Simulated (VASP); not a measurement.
# Ag (R-3m) in VASP: notebook

Runs on Ag. Level: PBEsol. Tasks: single point, relaxation of cell and atoms.

Program: VASP 6.6.1. These are calculated values, not measurements. Logs are shortened: lines on timing, memory, paths and dates and some standing lists are left out, and cuts for length are marked.

### Step 1. Starting point

Symmetry: R-3m, No. 166, trigonal system. Conventional cell: a = 7.171 Å, b = 7.171 Å, c = 19.507 Å, α = 90.00°, β = 90.00°, γ = 120.00°. Around Ag (site symmetry m) lie 6 Ag at 2.62 to 2.76 Å. Ag (site symmetry m) has 7 Ag at 2.69 to 2.78 Å as nearest neighbours.

The cell was built by a generator and needn't be a form met in nature.

### Step 2. Single point, PBEsol

INCAR reads:

```
SYSTEM = Ag
  ALGO = Fast
  EDIFF = 1E-6
  ENCUT = 520
  GGA = PS
  ISIF = 2
  ISMEAR = 0
  LASPH = .TRUE.
  LCHARG = .FALSE.
  LREAL = .FALSE.
  LWAVE = .FALSE.
  NBANDS = 78
  NELM = 100
  PREC = Accurate
  SIGMA = 0.1
```

KPOINTS reads:

```
k-points
0
G
  3 3 3
  0 0 0
```

POSCAR reads:

```
Ag
1.0
    3.5857135560      2.0702126868      6.5022024135
   -3.5857135560      2.0702126868      6.5022024135
    0.0000000000     -4.1404253735      6.5022024135
Ag
12
Direct
    0.0241285920      0.6392409639      0.0241285920
    0.0241285920      0.0241285920      0.6392409639
    0.6392409639      0.0241285920      0.0241285920
    0.9758714080      0.3607590361      0.9758714080
    0.3607590361      0.9758714080      0.9758714080
    0.9758714080      0.9758714080      0.3607590361
    0.2340809982      0.6087639920      0.2340809982
    0.2340809982      0.2340809982      0.6087639920
    0.6087639920      0.2340809982      0.2340809982
    0.7659190018      0.3912360080      0.7659190018
    0.3912360080      0.7659190018      0.7659190018
    0.7659190018      0.7659190018      0.3912360080
```

Potentials or basis: VASP PAW PBE potentials, release 64 (Ag).

Run with:

```
cat potpaw_PBE.64/Ag/POTCAR > POTCAR
mpirun -np 1 vasp_std > vasp.out
```

OUTCAR:

```text
SYSTEM = Ag
   EDIFF = 1E-6
   ENCUT = 520
   GGA = PS
   ISIF = 2
   ISMEAR = 0
   LASPH = .TRUE.
   LREAL = .FALSE.
   NELM = 100
   PREC = Accurate

 ion  position               nearest neighbor table
   1  0.024  0.639  0.024-   4 2.62   7 2.72  12 2.73  11 2.73   2 2.76   3 2.76
   2  0.024  0.024  0.639-   6 2.62   8 2.72  10 2.73  11 2.73   1 2.76   3 2.76
   3  0.639  0.024  0.024-   5 2.62   9 2.72  12 2.73  10 2.73   2 2.76   1 2.76
   4  0.976  0.361  0.976-   1 2.62  10 2.72   8 2.73   9 2.73   6 2.76   5 2.76
   5  0.361  0.976  0.976-   3 2.62  11 2.72   8 2.73   7 2.73   6 2.76   4 2.76
   6  0.976  0.976  0.361-   2 2.62  12 2.72   9 2.73   7 2.73   5 2.76   4 2.76
   7  0.234  0.609  0.234-   8 2.69   9 2.69   1 2.72   5 2.73   6 2.73  11 2.78  12 2.78
   8  0.234  0.234  0.609-   7 2.69   9 2.69   2 2.72   4 2.73   5 2.73  10 2.78  11 2.78
   9  0.609  0.234  0.234-   8 2.69   7 2.69   3 2.72   4 2.73   6 2.73  10 2.78  12 2.78
  10  0.766  0.391  0.766-  12 2.69  11 2.69   4 2.72   3 2.73   2 2.73   9 2.78   8 2.78
  11  0.391  0.766  0.766-  12 2.69  10 2.69   5 2.72   1 2.73   2 2.73   7 2.78   8 2.78
  12  0.766  0.766  0.391-  10 2.69  11 2.69   6 2.72   3 2.73   1 2.73   7 2.78   9 2.78

  LATTYP: Found a trigonal (rhomboedric) cell.
 ALAT       =     7.7085509988
 COS(alpha) =     0.5672513897

  Lattice vectors:

 A1 = (   3.5857135560,   2.0702126868,   6.5022024135)
 A2 = (  -3.5857135560,   2.0702126868,   6.5022024135)
 A3 = (   0.0000000000,  -4.1404253735,   6.5022024135)

Analysis of symmetry for initial positions (statically):
=====================================================================
 Subroutine PRICEL returns:
 Original cell was already a primitive cell.

 Routine SETGRP: Setting up the symmetry group for a
 trigonal (rhombohedral) supercell.

 Subroutine GETGRP returns: Found 12 space group operations
 (whereof 12 operations were pure point group operations)
 out of a pool of 12 trial point group operations.

The static configuration has the point symmetry D_3d.

Analysis of symmetry for dynamics (positions and initial velocities):
=====================================================================
 Subroutine PRICEL returns:
 Original cell was already a primitive cell.

 Routine SETGRP: Setting up the symmetry group for a
 trigonal (rhombohedral) supercell.

 Subroutine GETGRP returns: Found 12 space group operations
 (whereof 12 operations were pure point group operations)
 out of a pool of 12 trial point group operations.

The dynamic configuration has the point symmetry D_3d.

 Subroutine INISYM returns: Found 12 space group operations
 (whereof 12 operations are pure point group operations),
 and found     1 'primitive' translations

----------------------------------------------------------------------------------------

                                     Primitive cell

  volume of cell :     289.6025

  direct lattice vectors                    reciprocal lattice vectors
     3.585713556  2.070212687  6.502202414     0.139442259  0.080507026  0.051264681
    -3.585713556  2.070212687  6.502202414    -0.139442259  0.080507026  0.051264681
     0.000000000 -4.140425374  6.502202414     0.000000000 -0.161014052  0.051264681

  length of vectors
     7.708550999  7.708550999  7.708550999     0.168978083  0.168978083  0.168978083

  position of ions in fractional coordinates (direct lattice)
     0.024128592  0.639240964  0.024128592
     0.024128592  0.024128592  0.639240964
     0.639240964  0.024128592  0.024128592
     0.975871408  0.360759036  0.975871408
     0.360759036  0.975871408  0.975871408
     0.975871408  0.975871408  0.360759036
     0.234080998  0.608763992  0.234080998
     0.234080998  0.234080998  0.608763992
     0.608763992  0.234080998  0.234080998
     0.765919002  0.391236008  0.765919002
     0.391236008  0.765919002  0.765919002
     0.765919002  0.765919002  0.391236008

  ion indices of the primitive-cell ions
   primitive index   ion index
                 1           1
                 2           2
                 3           3
                 4           4
                 5           5
                 6           6
                 7           7
                 8           8
                 9           9
                10          10
                11          11
                12          12

----------------------------------------------------------------------------------------

 KPOINTS: k-points

Automatic generation of k-mesh.
 Grid dimensions read from file:
 generate k-points for:    3    3    3

 Generating k-lattice:

  Cartesian coordinates                     Fractional coordinates (reciprocal lattice)
     0.046480753  0.026835675  0.017088227     0.333333333  0.000000000  0.000000000
    -0.046480753  0.026835675  0.017088227     0.000000000  0.333333333  0.000000000
     0.000000000 -0.053671351  0.017088227     0.000000000  0.000000000  0.333333333

  Length of vectors
     0.056326028  0.056326028  0.056326028

  Shift w.r.t. Gamma in fractional coordinates (k-lattice)
     0.000000000  0.000000000  0.000000000

 Subroutine IBZKPT returns following result:
 ===========================================

 Found      6 irreducible k-points:

 Following reciprocal coordinates:
            Coordinates               Weight
  0.000000  0.000000  0.000000      1.000000
  0.333333 -0.000000 -0.000000      6.000000
  0.333333  0.333333 -0.000000      6.000000
 -0.333333  0.333333  0.000000      6.000000
  0.333333  0.333333  0.333333      2.000000
 -0.333333  0.333333  0.333333      6.000000
   k-points           NKPTS =      6   k-points in BZ     NKDIM =      6   number of bands    NBANDS=     78
   number of dos      NEDOS =    301   number of ions     NIONS =     12
   total plane-waves  NPLWV = 216000
   dimension x,y,z NGX =    60 NGY =   60 NGZ =   60
   dimension x,y,z NGXF=   120 NGYF=  120 NGZF=  120
   ions per type =              12
   NGX,Y,Z   is equivalent  to a cutoff of  12.94, 12.94, 12.94 a.u.
   NGXF,Y,Z  is equivalent  to a cutoff of  25.88, 25.88, 25.88 a.u.
 SYSTEM =  Ag
   PREC   = accura    normal or accurate (medium, high low for compatibility)
   ISTART =      0    job   : 0-new  1-cont  2-samecut
   ICHARG =      2    charge: 1-file 2-atom 10-const
   ISPIN  =      1    spin polarized calculation?
   LNONCOLLINEAR =      F non collinear calculations
   LSORBIT =      F    spin-orbit coupling
   LASPH  =      T    aspherical Exc in radial PAW
   ENCUT  =  520.0 eV  38.22 Ry    6.18 a.u.  14.33 14.33 14.33*2*pi/ulx,y,z
   NELM   =    100;   NELMIN=  2; NELMDL= -5     # of ELM steps
   EDIFF  = 0.1E-05   stopping-criterion for ELM
   LREAL  =      F    real-space projection
   EDIFFG = 0.1E-04   stopping-criterion for IOM
   NSW    =      0    number of steps for IOM
   IBRION =     -1    ionic relax: 0-MD 1-quasi-New 2-CG
   NFREE  =      0    steps in history (QN), initial steepest desc. (CG)
   ISIF   =      2    stress and relaxation
   ISYM   =      2    0-nonsym 1-usesym 2-fastsym
   POTIM  = 0.5000    time-step for ionic-motion
   TEBEG  =    0.0;   TEEND  =   0.0 temperature during run
   PSTRESS=    0.0 pullay stress
   NELECT =     132.0000    total number of electrons
   NUPDOWN=      -1.0000    fix difference up-down
   EMIN   =  10.00;   EMAX   =-10.00  energy-range for DOS
   EFERMI =   0.00;   METHOD = LEGACY
   ISMEAR =     0;   SIGMA  =   0.10  broadening in eV -4-tet -1-fermi 0-gaus
   EFERMI_NEDOS =   21; number of points for ismear=-14 and -15
   IALGO  =     68    algorithm
   IMIX   =      4    mixing-type and parameters
     AMIX     =   0.40;   BMIX     =  1.00
     AMIX_MAG =   1.60;   BMIX_MAG =  1.00
  volume/ion in A,a.u.               =      24.13       162.86
  Fermi-wavevector in a.u.,A,eV,Ry     =   1.259888  2.380844 21.596780  1.587319
  Thomas-Fermi vector in A             =   2.393426
   LORBIT       =      0    0 simple, 1 ext, 2 COOP (PROOUT), +10 PAW based schemes
   GGA     = PS    functional components
   LHFCALC =     F    Hartree Fock is set to
   AEXX    =    0.0000 exact exchange contribution
   IVDW    =     0    specifies the selected vdW correction
   LEPSILON=     F    determine dielectric tensor
   LRPA    =     F    only Hartree local field effects (RPA)
 non-spin polarized calculation
 RMM-DIIS sequential band-by-band and
 Gauss-broadening in eV      SIGMA  =   0.10
  energy-cutoff  :      520.00
  volume of cell :      289.60
 maximum number of plane-waves:      7819
 NGX is ok and might be reduce to    60
   NGX = 29   NGY = 29   NGZ = 29

 number of electron     131.9999991 magnetization

 Free energy of the ion-electron system (eV)
  ---------------------------------------------------
  ext. energy  EPLUGINS =         0.00000000
  ---------------------------------------------------
  free energy    TOTEN  =       -32.60495406 eV

  energy without entropy =      -32.59808726  energy(sigma->0) =      -32.60152066

 E-fermi :   4.4866     XC(G=0): -10.0930

 val. band max:        4.4375529093   @ k =   0.3333   0.3333   0.3333
 cond. band min:       4.5084349405   @ k =   0.0000   0.0000   0.0000
 fundamental gap:      0.0708820312
 Fermi energy:         4.4866339193

 k-point     1 :       0.0000    0.0000    0.0000
  band No.  band energies     occupation
      1      -2.1459      2.00000
      2      -1.4095      2.00000
      3      -1.2057      2.00000
      4      -1.2057      2.00000
      5      -1.1851      2.00000
      6      -1.0539      2.00000
[... 70 lines left out ...]
     77       9.4004      0.00000
     78      10.5805      0.00000
[... 403 lines left out ...]
     77       9.0288      0.00000
     78       9.2672      0.00000

------------------------ aborting loop because EDIFF is reached ----------------------------------------

  FORCE on cell =-STRESS in cart. coord.  units (eV):
  Direction    XX          YY          ZZ          XY          YZ          ZX
  --------------------------------------------------------------------------------------
  -------------------------------------------------------------------------------------
  Total       -0.0624185     -0.0624185     -0.0009734     -0.0000000     -0.0000000     -0.0000000
  in kB       -0.3453198     -0.3453198     -0.0053850     -0.0000000     -0.0000000     -0.0000000
  external PRESSURE =      -0.2320082 kB  Pullay stress =       0.0000000 kB

 VOLUME and BASIS-vectors are now :
 -----------------------------------------------------------------------------
  energy-cutoff  :      520.00
  volume of cell :      289.60
      direct lattice vectors                 reciprocal lattice vectors
     3.585713556  2.070212687  6.502202414     0.139442259  0.080507026  0.051264681
    -3.585713556  2.070212687  6.502202414    -0.139442259  0.080507026  0.051264681
     0.000000000 -4.140425374  6.502202414     0.000000000 -0.161014052  0.051264681

 POSITION                                       TOTAL-FORCE (eV/Angst)
 -----------------------------------------------------------------------------------
     -2.20562      1.27341      4.47025         0.000659     -0.000380      0.001367
      0.00000     -2.54683      4.47025         0.000000      0.000761      0.001367
      2.20562      1.27341      4.47025        -0.000659     -0.000380      0.001367
      2.20562     -1.27341     15.03636        -0.000659      0.000380     -0.001367
     -2.20562     -1.27341     15.03636         0.000659      0.000380     -0.001367
      0.00000      2.54683     15.03636         0.000000     -0.000761     -0.001367
     -1.34351      0.77567      7.00239        -0.011593      0.006693     -0.010724
      0.00000     -1.55135      7.00239         0.000000     -0.013387     -0.010724
      1.34351      0.77567      7.00239         0.011593      0.006693     -0.010724
      1.34351     -0.77567     12.50422         0.011593     -0.006693      0.010724
     -1.34351     -0.77567     12.50422        -0.011593     -0.006693      0.010724
      0.00000      1.55135     12.50422         0.000000      0.013387      0.010724
 -----------------------------------------------------------------------------------
    total drift:                               -0.000000     -0.000000      0.000000

  FREE ENERGIE OF THE ION-ELECTRON SYSTEM (eV)
  ---------------------------------------------------
  free  energy   TOTEN  =       -32.6049540627 eV

  energy  without entropy=      -32.5980872623  energy(sigma->0) =      -32.60152066
```

Wall time 97 s (1 thread of Intel Xeon 6975P-C (Granite Rapids), shared host); peak memory 0.51 GiB.

What came out:

- Free energy: -32.6050 eV
- Pressure: 0.0 GPa
- Largest force: 0.017 eV/Å
- Band gap on the k mesh: none (metal or under the smearing width)

Forces in eV/Å, atoms in the order of the input:
```
Ag   0.001  0.000  0.001
Ag   0.000  0.001  0.001
Ag  -0.001  0.000  0.001
Ag  -0.001  0.000 -0.001
Ag   0.001  0.000 -0.001
Ag   0.000 -0.001 -0.001
Ag  -0.012  0.007 -0.011
Ag   0.000 -0.013 -0.011
Ag   0.012  0.007 -0.011
Ag   0.012 -0.007  0.011
Ag  -0.012 -0.007  0.011
Ag   0.000  0.013  0.011
```

Levels at points of the mesh, in eV from the Fermi level:
| k point | band 64 | band 65 | band 66 | band 67 | band 68 | band 69 |
| --- | --- | --- | --- | --- | --- | --- |
| (0.00, 0.00, 0.00) | -0.75 | -0.75 | -0.44 | -0.44 | -0.25 | 0.02 |

Caveat: the PAW data sets were made with another functional, which shifts forces and pressure a little.

### Step 3. Relaxation of cell and atoms, PBEsol

This run uses another cell than the first one, of 18.48 Å³/atom, 0.766 times its volume.

INCAR reads:

```
SYSTEM = Ag
PREC     = Accurate       ! precision mode
ENCUT    = 600            ! plane-wave cutoff, eV
EDIFF    = 1E-6           ! SCF threshold, eV
ISMEAR   = 0              ! smearing method
SIGMA    = 0.1            ! smearing width, eV
LREAL    = .FALSE.        ! projectors in reciprocal space
LASPH    = .TRUE.         ! aspherical terms in the spheres
NELM     = 100            ! most SCF steps
ALGO     = Fast           ! electronic algorithm
ISIF     = 3              ! what is computed and relaxed
LWAVE    = .FALSE.        ! write WAVECAR
LCHARG   = .FALSE.        ! write CHGCAR
GGA      = PS             ! functional
IBRION   = 2              ! ionic algorithm
NSW      = 90             ! ionic steps
EDIFFG   = -0.04          ! ionic threshold
```

KPOINTS reads:

```
Automatic mesh
0
G
  3 3 3
  0 0 0
```

POSCAR reads:

```
Ag
1.0
    3.3483639572      1.9331788321      5.7103071315
   -3.3483639572      1.9331788321      5.7103071315
    0.0000000000     -3.8663576640      5.7103071315
Ag
12
Direct
    0.0101900000      0.6536100000      0.0101900000
    0.0101900000      0.0101900000      0.6536100000
    0.6536100000      0.0101900000      0.0101900000
    0.9898100000      0.3463900000      0.9898100000
    0.3463900000      0.9898100000      0.9898100000
    0.9898100000      0.9898100000      0.3463900000
    0.2211800000      0.6306000000      0.2211800000
    0.2211800000      0.2211800000      0.6306000000
    0.6306000000      0.2211800000      0.2211800000
    0.7788200000      0.3694000000      0.7788200000
    0.3694000000      0.7788200000      0.7788200000
    0.7788200000      0.7788200000      0.3694000000
```

Potentials or basis: VASP PAW PBE potentials, release 64 (Ag).

Run with:

```
cat potpaw_PBE.64/Ag/POTCAR > POTCAR
mpirun -np 1 vasp_std > vasp.out
```

Wall time 20 min (1 thread of Intel Xeon 6975P-C (Granite Rapids), shared host); peak memory 0.48 GiB.

The run converged. Its results:

- Free energy: -32.5667 eV
- Relaxed volume: 24.12 Å³/atom
- Relaxed cell: a = 7.703 Å, b = 7.703 Å, c = 7.703 Å, α = 55.50°, β = 55.50°, γ = 55.50°
- Space group after relaxing (to 0.05 Å): R-3m (No. 166)
- Energy gained by relaxing: 759.0 meV/atom
- Ionic steps: 15
- Pressure after relaxing: 0.0 GPa
- Largest force after relaxing: 0.019 eV/Å
- Band gap on the k mesh: none (metal or under the smearing width)

Forces on the atoms (eV/Å):
```
Ag   0.006 -0.004 -0.015
Ag   0.000  0.007 -0.015
Ag  -0.006 -0.004 -0.015
Ag  -0.006  0.004  0.015
Ag   0.006  0.004  0.015
Ag   0.000 -0.007  0.015
Ag   0.004 -0.002 -0.019
Ag   0.000  0.004 -0.019
Ag  -0.004 -0.002 -0.019
Ag  -0.004  0.002  0.019
Ag   0.004  0.002  0.019
Ag   0.000 -0.004  0.019
```

Stress tensor (GPa, compression positive):
```
0.01 0.00 0.00
0.00 0.01 0.00
0.00 0.00 0.09
```

The path:
| step | energy change (eV) | largest force (eV/Å) | pressure (GPa) | volume (Å³) |
| --- | --- | --- | --- | --- |
| 1 | 0.0000 | 5.2168 | 43.66 | 221.78 |
| 2 | -3.1886 | 0.8175 | -7.53 | 425.71 |
| 3 | -8.6103 | 1.5034 | -1.52 | 300.06 |
| 4 | -8.6475 | 1.5050 | -0.79 | 296.20 |
| 5 | -8.6646 | 1.5021 | 0.19 | 291.66 |
| 6 | -8.9937 | 0.4781 | -0.57 | 295.00 |
| 7 | -8.9952 | 0.4883 | -0.60 | 295.27 |
| 8 | -9.0595 | 0.2962 | -0.12 | 292.18 |
| 9 | -9.0796 | 0.1655 | 0.42 | 289.29 |
| 10 | -9.0950 | 0.0429 | -0.13 | 291.18 |
| 11 | -9.0955 | 0.0577 | -0.24 | 291.55 |
| 12 | -9.1010 | 0.0786 | -0.05 | 290.45 |
| 13 | -9.1026 | 0.1081 | 0.12 | 289.44 |
| 14 | -9.1070 | 0.0465 | 0.07 | 289.44 |
| 15 | -9.1084 | 0.0192 | 0.04 | 289.43 |

Final structure:
```yaml
crystal:
  lattice:
    - [3.58658, 2.07071, 6.49524]
    - [-3.58658, 2.07071, 6.49524]
    - [0.00000, -4.14143, 6.49524]
  atoms:
    - { symbol: Ag, position: [0.02411, 0.63949, 0.02411] }
    - { symbol: Ag, position: [0.02411, 0.02411, 0.63949] }
    - { symbol: Ag, position: [0.63949, 0.02411, 0.02411] }
    - { symbol: Ag, position: [0.97589, 0.36051, 0.97589] }
    - { symbol: Ag, position: [0.36051, 0.97589, 0.97589] }
    - { symbol: Ag, position: [0.97589, 0.97589, 0.36051] }
    - { symbol: Ag, position: [0.23420, 0.60893, 0.23420] }
    - { symbol: Ag, position: [0.23420, 0.23420, 0.60893] }
    - { symbol: Ag, position: [0.60893, 0.23420, 0.23420] }
    - { symbol: Ag, position: [0.76580, 0.39107, 0.76580] }
    - { symbol: Ag, position: [0.39107, 0.76580, 0.76580] }
    - { symbol: Ag, position: [0.76580, 0.76580, 0.39107] }
```

Levels at points of the mesh, in eV from the Fermi level:
```
           k point  band 63  band 64  band 65  band 66  band 67  band 68  band 69  band 70
(0.00, 0.00, 0.00)    -1.35    -0.76    -0.76    -0.44    -0.44    -0.25     0.02     0.48
```

Caveat: the k mesh is coarse (spacing up to 0.38 Å⁻¹), so the values aren't converged; the volume moved by over 15 % at a fixed basis, so the end points are rough; the PAW data sets were made with another functional, which shifts forces and pressure a little.
